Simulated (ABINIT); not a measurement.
Wanted: the native input for an ABINIT 10.8.3 (patched build) run.

| Property | Result |
| --- | --- |
| Task | single point |
| Functional | r2SCAN |
| Potentials or basis | SG15 NC PBE v1.2 |
| Cutoff | 1143 eV |
| k mesh | 12 × 12 × 12 |
| Occupations | fermi-dirac, width 0.05 eV |
| Spin | no spin polarisation |

The system is Pt.

```
CELL_PARAMETERS angstrom
0.00000 1.96090 1.96090
1.96090 0.00000 1.96090
1.96090 1.96090 0.00000
ATOMIC_POSITIONS crystal
Pt 0.00000 0.00000 0.00000
```

One way to write it, as run:

run.abi

```
# Pseudopotentials
pp_dirpath "./"
pseudos "Pt_ONCV_PBE-1.2.upf"

# Structure
acell 3*1.0 Angstrom
rprim
     0.0000000000     1.9609000000     1.9609000000
     1.9609000000     0.0000000000     1.9609000000
     1.9609000000     1.9609000000     0.0000000000
ntypat 1
znucl 78
natom 1
typat 1
xred
     0.0000000000     0.0000000000     0.0000000000

# Plane-wave basis
ecut 42.0

# k points
kptopt 1
ngkpt 12 12 12
nshiftk 1
shiftk 0.0 0.0 0.0

# Exchange and correlation
ixc -497498
usekden 1

# Bands and occupations
nband 13
occopt 3
tsmear 0.00183747

# SCF cycle
nstep 100
tolvrs 1.0e-9

# Output
iomode 3
prtwf 0
prtden 0
prteig 0
prtebands 0
```

Potentials or basis: SG15 NC PBE v1.2.

Command:

```console
$ mpirun --bind-to none -np 4 abinit run.abi > log 2>&1
```

Results of the run:

```yaml
Pressure: 4.4 GPa
Band_gap_on_the_k_mesh: none (metal or under the smearing width)
Valence_electrons_inside_the_program's_atomic_spheres: Pt 14.51 (radii [1.0584] Å)
```

Caveat: the potentials were made for another functional, which shifts forces and pressure.

Wall time 33 s on 4 MPI ranks on Arm Neoverse V1, with other jobs on the host, peak memory 0.28 GiB a rank.
